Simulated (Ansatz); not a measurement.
# InP (F-43m) in Ansatz: notebook, part 2 of 2

Ansatz 0.2.0. The steps go on from the part before.

### 4 Elastic constants, PBE

File input.yaml:

```yaml
crystal:
  lattice:
    - [0.0, 2.9305, 2.9305]
    - [2.9305, 0.0, 2.9305]
    - [2.9305, 2.9305, 0.0]
  atoms:
    - { symbol: In, position: [0.0, 0.0, 0.0] }
    - { symbol: P, position: [0.75, 0.75, 0.75] }
kpoints:
  mp_grid: { grid: [6, 6, 6] }
scf:
  occupations: { method: fermi_dirac, width: 0.05 }
hamiltonian:
  xc: pbe
  pseudopotentials: { kind: all_electron, lapw: { basis_error: 0.001 } }
output:
  forces: true
  stress: true
elastic:
  mode: clamped_ion
  stencil: two_point
```

Potentials or basis: all-electron LAPW, scalar-relativistic.

On the command line:

```console
$ ansatz run input.yaml --threads 1 --pin off --max-ram 3072MiB --backend cpu --events-out ev --progress --plain --runs-dir out
```

Standard output:

```text
Warning: RAYON_NUM_THREADS=1 ignored (pool sized by the plan → 1); use --threads N
LAPW: plane waves up to 8.343 Å⁻¹, error target 1.0e-3 eV per atom; small_component_spin mean_spin; P in spheres of 1.076 Å, 13 of its electrons in bands, Dirac shells []; In in spheres of 1.385 Å, 21 of its electrons in bands, Dirac shells [] (how accurate: hamiltonian.pseudopotentials.lapw.basis_error, Limitations)
Engine: ansatz 0.2.0, x86_64-unknown-linux-gnu
Pseudopotentials: kind: all_electron
Pseudopotential: In, LAPW, valence charge 21, lapw/all_electron/scalar/gaussian/In, Koelling and Harmon's equation, gaussian nucleus
Pseudopotential: P, LAPW, valence charge 13, lapw/all_electron/scalar/gaussian/P, Koelling and Harmon's equation, gaussian nucleus
Functional definition: PBE
  parameter kappa = 0.804
  parameter beta = 0.06672455060314922
  exchange = pbe_x(kappa = kappa, mu = beta*pi^2/3)
  correlation = pbe_c(beta = beta)
Crystal: 2 atoms, lattice volume = 50.333 Å³
Basis set: ecut = 265.20186570746915 eV, 531 PW (Γ), exchange–correlation at level 2
Bands: 21, of which v1, the nominal top of the filled ones, is band 17 counted from 1 (16 counted from 0)
Symmetry: 24 space group operations
Space group: F-43m (ITA 216), of the structure as read, at distance tolerance 3.7e-5 Å
k-points: 16 of 216 (time reversal used)
Non-local potential: In, projectors of the file, none
Non-local potential: P, projectors of the file, none
Initial density: superposition of atomic densities (chi_scale 0.1, normalization cell, long waves kept (reshape's long-wave potential 0.00 eV rms))
Initial wavefunctions: plane waves of lowest kinetic energy (no species holds an atomic orbital)
Functional: x = pbe(κ = 0.804, μ = 0.2195149727645171), c = pbe(β = 0.06672455060314922)
iter 1 solved again at ethr=3.82e-3 eV; its pass at ethr=1.00e-1 eV (dr2=1.30e0 eV) is discarded
SCF iter   1: F=—  HF=-169355.814069 eV  |F-HF|=—  |Δ(HF+E_count)|=         —  Δρ=3.72e-2  dr2=1.30e0  ethr=3.82e-3  ⟨swp⟩=2.0  Hψ=2263  notcnv=0
preconditioner: auto → none  [insulator: Δε(μ)=1.114 eV  Ē_g=14.271 eV  σ=0.050 eV  W_gap=1.00  n_scr=14 (ndim 8)  ℏωp=22.2 eV  f_vac=0.032  D(μ)=0.00/eV (n_scr^D=0)  ε∞_Penn≈3.4]
iter 2 solved again at ethr=2.08e-4 eV; its pass at ethr=3.82e-3 eV (dr2=7.07e-2 eV) is discarded
SCF iter   2: F=—  HF=-169355.419725 eV  |F-HF|=—  |Δ(HF+E_count)|=   3.94e-1  Δρ=1.27e-2  dr2=7.08e-2  ethr=2.08e-4  ⟨swp⟩=2.0  Hψ=1769  notcnv=0
SCF iter   3: F=—  HF=-169355.393738 eV  |F-HF|=—  |Δ(HF+E_count)|=   2.60e-2  Δρ=6.29e-3  dr2=1.61e-2  ethr=2.08e-4  ⟨swp⟩=2.1  Hψ=987  notcnv=0
SCF iter   4: F=—  HF=-169355.394682 eV  |F-HF|=—  |Δ(HF+E_count)|=         —  Δρ=1.34e-3  dr2=9.55e-4  ethr=4.72e-5  ⟨swp⟩=2.0  Hψ=943  notcnv=0
the basis was enlarged: its passes take 251.0 KiB over the memory plan, 1 of 1 planned eigensolver slots
SCF iter   5: F=—  HF=-169355.394266 eV  |F-HF|=—  |Δ(HF+E_count)|=   4.16e-4  Δρ=1.89e-4  dr2=1.67e-5  ethr=2.81e-6  ⟨swp⟩=2.6  Hψ=939  notcnv=0
SCF iter   6: F=—  HF=-169355.394297 eV  |F-HF|=—  |Δ(HF+E_count)|=   3.05e-5  Δρ=4.09e-5  dr2=7.01e-7  ethr=4.91e-8  ⟨swp⟩=3.0  Hψ=988  notcnv=0
SCF iter   7: F=—  HF=-169355.394298 eV  |F-HF|=—  |Δ(HF+E_count)|=   1.82e-6  Δρ=3.55e-6  dr2=8.11e-9  ethr=2.06e-9  ⟨swp⟩=3.1  Hψ=989  notcnv=0
SCF iter   8: F=—  HF=-169355.394298 eV  |F-HF|=—  |Δ(HF+E_count)|=   1.86e-8  Δρ=6.05e-7  dr2=1.50e-10  ethr=2.38e-11  ⟨swp⟩=3.0  Hψ=988  notcnv=0
SCF iter   9: F=—  HF=-169355.394298 eV  |F-HF|=—  |Δ(HF+E_count)|=  6.11e-10  Δρ=6.01e-8  dr2=1.87e-12  ethr=2.18e-12 (applied; sched 1.00e-12)  ⟨swp⟩=3.0  Hψ=974  notcnv=0
SCF iter  10: F=-169355.394298 eV  HF=-169355.394298 eV  |F-HF|=1.16e-10  |Δ(HF+E_count)|=  1.46e-10  Δρ=6.40e-9  dr2=1.81e-14  ethr=2.04e-12 (applied; sched 1.00e-12)  ⟨swp⟩=2.0  Hψ=923  notcnv=0
SCF 1 converged in 10 iterations: F = -169355.394298 eV  dr2 = 1.81e-14
Crystal: 2 atoms, lattice volume = 50.233 Å³
[... 50 lines left out ...]
SCF iter   4: F=—  HF=-169355.394252 eV  |F-HF|=—  |Δ(HF+E_count)|=   1.72e-8  Δρ=1.80e-6  dr2=9.53e-10  ethr=1.41e-10  ⟨swp⟩=3.0  Hψ=2840  notcnv=0
SCF iter   5: F=—  HF=-169355.394252 eV  |F-HF|=—  |Δ(HF+E_count)|=   1.66e-9  Δρ=5.68e-7  dr2=1.30e-10  ethr=2.80e-12  ⟨swp⟩=3.0  Hψ=2829  notcnv=0
SCF iter   6: F=—  HF=-169355.394252 eV  |F-HF|=—  |Δ(HF+E_count)|=  2.04e-10  Δρ=9.20e-8  dr2=5.72e-12  ethr=2.04e-12 (applied; sched 1.00e-12)  ⟨swp⟩=2.0  Hψ=2656  notcnv=0
SCF iter   7: F=—  HF=-169355.394252 eV  |F-HF|=—  |Δ(HF+E_count)|=  3.78e-10  Δρ=2.97e-8  dr2=4.19e-13  ethr=2.04e-12 (applied; sched 1.00e-12)  ⟨swp⟩=2.0  Hψ=2656  notcnv=0
SCF iter   8: F=-169355.394252 eV  HF=-169355.394252 eV  |F-HF|=8.73e-11  |Δ(HF+E_count)|=  2.91e-11  Δρ=8.30e-9  dr2=2.76e-14  ethr=2.04e-12 (applied; sched 1.00e-12)  ⟨swp⟩=2.0  Hψ=2656  notcnv=0
SCF 5 converged in 8 iterations: F = -169355.394252 eV  dr2 = 2.76e-14
SCF converged after 10 iterations
Free energy (F): -169355.394298 eV
Harris-Foulkes:  -169355.394298 eV  (|F-HF|=1.16e-10)
Internal energy: -169355.394288 eV  (E = F + TS)
E sigma→0 (E₀):  -169355.394293 eV
Entropy (-TS):   -0.000011 eV (-0.005 meV/atom)
Fermi energy:    9.488676 eV
--- Per-component energies (eV) ---
  E_band       = -1582.987004
  E_kinetic    = 177332.046366
  E_xc         = -4985.305113
  E_electrostatic = -341702.135540  (all electrons and nuclei)
  E_smearing   = -0.000011  (= −TS)
  E_closure    = 0.000000  (closes the sum)
  E_atoms      = -169347.050426  (free atoms, spherical and without spin; not in F)
  Σ components = -169355.394298   (vs F -169355.394298, Δ=0.00e0)
  Basis errors (estimates in eV, not in F): energy 4.5e-4 per atom: plane waves 4.0e-4 (2.4e-4 summed), levels above the bands 3.7e-61, relativity 1.9e-8, radial functions 4.5e-5, core shells 1.8e-7; eigenvalues (radial functions only) 5.4e-7; not estimated: angular momenta, meshes, grids; target (lapw.basis_error) 1.0e-3; muffin-tin radii P 1.076 Å, In 1.385 Å
--- Forces (eV/Å), atoms counted from 1 ---
  atom   1  In     0.00000000    -0.00000000    -0.00000000
  atom   2  P     -0.00000000     0.00000000     0.00000000
  max |Σ_I F_I| component: 3.24e-17 eV/Å
--- Stress (GPa, compression-positive) ---
        3.337641      -0.000000       0.000000
       -0.000000       3.337641       0.000000
        0.000000       0.000000       3.337641
  P = ⅓ Tr σ = 3.3376 GPa (33.376 kbar)
--- Band table (eV; the first three rows and the last of 16) ---
  k-point 0: bands = ["-158.5087", "-108.9847", "-108.9847", "-108.9847", "-105.8636", "-64.3507", "-64.3507", "-64.3507", "-5.0923", "-5.0923", "-5.0923", "-4.9407", "-4.9407", "-2.4120", "9.1050", "9.1050", "9.1050", "9.8168", "13.1927", "13.1927", "13.1927"]
  k-point 1: bands = ["-158.5087", "-108.9847", "-108.9847", "-108.9847", "-105.8636", "-64.3507", "-64.3507", "-64.3507", "-5.1242", "-5.0799", "-5.0799", "-4.9402", "-4.9402", "-2.0987", "6.9241", "8.8007", "8.8007", "10.9074", "13.5978", "13.6314", "13.6314"]
  k-point 2: bands = ["-158.5087", "-108.9847", "-108.9847", "-108.9847", "-105.8636", "-64.3508", "-64.3507", "-64.3507", "-5.1833", "-5.0601", "-5.0601", "-4.9337", "-4.9337", "-1.2902", "4.5420", "8.3288", "8.3288", "10.7612", "13.9705", "13.9705", "15.3756"]
  k-point 15: bands = ["-158.5087", "-108.9847", "-108.9847", "-108.9847", "-105.8636", "-64.3509", "-64.3508", "-64.3508", "-5.2533", "-5.0200", "-4.9960", "-4.9688", "-4.9188", "0.0256", "3.4644", "6.2998", "6.3236", "12.3861", "12.7284", "15.8957", "16.1791"]
--- Elastic constants: 2 strain directions × 2 members + reference (group order 24) ---
  dense FFT box of the reference and of every strained cell: 24×24×24
  strains applied: 11, 23; error gains: componentwise 1.00 (the most a stress slope's error grows in a printed constant), spectral 1.73 (1 for all six strains in a standard setting)
  C = ∂σ_k/∂η_j (tension-positive GPa; Voigt order 11 22 33 23 13 12):
       101.556     61.456     61.456      0.000      0.000     -0.000
        61.456    101.556     61.456     -0.000      0.000      0.000
        61.456     61.456    101.556     -0.000      0.000      0.000
        -0.000     -0.000     -0.000     72.224      0.000      0.000
         0.000      0.000     -0.000     -0.000     72.224     -0.000
         0.000     -0.000      0.000      0.000     -0.000     72.224
  reference stress σ⁰ (GPa):     -3.338     -3.338     -3.338     -0.000      0.000      0.000
  no Pulay correction (none for the plane-wave cutoff is built on LAPW): the batch's stresses and constants are at fixed plane waves
  C* (energy form; C + prestress term) asymmetry max|C*_kj − C*_jk| = 1.421e-14 GPa — a small one proves nothing (zero by symmetry where the batch's group is 432, −43m or m−3m); a large one is finite-difference/SCF noise where every solve meets its electron count
  moduli (Voigt/Reuss/Hill, GPa): K = 74.82/74.82/74.82   G = 51.35/35.39/43.37   E = 109.04   ν = 0.257
  mechanically stable: yes (min eigenvalue of sym C = 40.10 GPa)
  where every solve meets its electron count the energy-path curvature estimates C_jj along a normal strain and C_jj − ¼(σ⁰_aa + σ⁰_bb) along a shear (ab), closely only under elastic.basis: deformed
  strain η (Voigt 11):  stress-route row diagonal C_11 = 101.56 GPa, energy-path curvature d²(F+E_count)/dδ²/Ω₀ = 101.56 GPa
         δ    σ_11 (GPa)             F (eV)   n_scf  n_hpsi   n_pw
    -2.000e-3      -3.5412     -169355.3921375       8   19816    531
     2.000e-3      -3.1349     -169355.3963318       7   18021    531
  strain η (Voigt 23):  stress-route row diagonal C_44 = 72.22 GPa, energy-path curvature d²(F+E_count)/dδ²/Ω₀ = 73.89 GPa
         δ    σ_23 (GPa)             F (eV)   n_scf  n_hpsi   n_pw
    -2.000e-3      -0.1444     -169355.3942520       8   30135    531
     2.000e-3       0.1444     -169355.3942520       8   30134    531
```

elastic.tsv:

```text
[... 16 lines left out ...]
6	6.1971193650e-29	-6.3154484544e-29	3.1554436209e-30	9.8835588965e-47	-1.2419972429e-20	7.2224187549e1	2.3161111831e-17	2.3161111830e-17	2.3161111831e-17	9.8835588965e-47	-1.2419972429e-20	7.2224187549e1	nan	nan	nan	nan	nan	nan
```

Wall time 62 s (1 thread of Intel Xeon Platinum 8259CL at 2.50GHz (Skylake/Cascade Lake), shared host); peak memory 0.48 GiB.

What came out:

```
Free energy                                 : -169355.3943 eV
Pressure                                    : 3.3 GPa
Band gap on the k mesh                      : 0.71 eV, direct
Clamped-ion elastic constants C11, C12, C44 : 102, 61, 72 GPa
Voigt bulk modulus                          : 75 GPa
```

Elastic tensor in Voigt notation (GPa, ions clamped, in the Cartesian axes of the cell as first typed):
```
102  61  61   0   0   0
 61 102  61   0   0   0
 61  61 102   0   0   0
  0   0   0  72   0   0
  0   0   0   0  72   0
  0   0   0   0   0  72
```

Caveat: the cell is more than 3 GPa from zero pressure, which shifts response properties; spin-orbit coupling is left out, which moves the levels of the heavy elements.

### 5 Summary

```csv
task,potentials or basis,spin,cutoff (eV),gap on the mesh (eV),pressure (GPa)
phonons,"all-electron LAPW, scalar-relativistic",off,265,0.71,-
band structure,"all-electron LAPW, relativistic spinors","SOC, no magnetisation",245,0.68,3.3
elastic constants,"all-electron LAPW, scalar-relativistic",off,265,0.71,3.3
```

Alike in all rows: level PBE; cell as given; k mesh 6 × 6 × 6; smearing fermi-dirac 0.05 eV; basis error allowed 0.001 eV/atom.

Caveats: spin-orbit coupling is left out, which moves the levels of the heavy elements (some runs); the cell is more than 3 GPa from zero pressure, which shifts response properties (some runs).

Compare energies only between runs with the same functional and basis.

### 6 How close it comes

Step 2. Against the measured gap of InP, 1.4236 eV (direct; 1.6 K; a printed reference work, data compilation), the calculated 0.71 eV is off by -0.71 eV. Spin-orbit coupling on In is left out. The value is that of PBE, without temperature or zero-point motion. Semilocal functionals fall short of measured gaps as a rule.

Step 3. Against the measured gap of InP, 1.4236 eV (direct; 1.6 K; a printed reference work, data compilation), the calculated 0.68 eV is off by -0.74 eV. The value is that of PBE, without temperature or zero-point motion. Semilocal functionals fall short of measured gaps as a rule.

Step 4. Against the measured gap of InP, 1.4236 eV (direct; 1.6 K; a printed reference work, data compilation), the calculated 0.71 eV is off by -0.71 eV. Spin-orbit coupling on In is left out. The value is that of PBE, without temperature or zero-point motion. Semilocal functionals fall short of measured gaps as a rule.
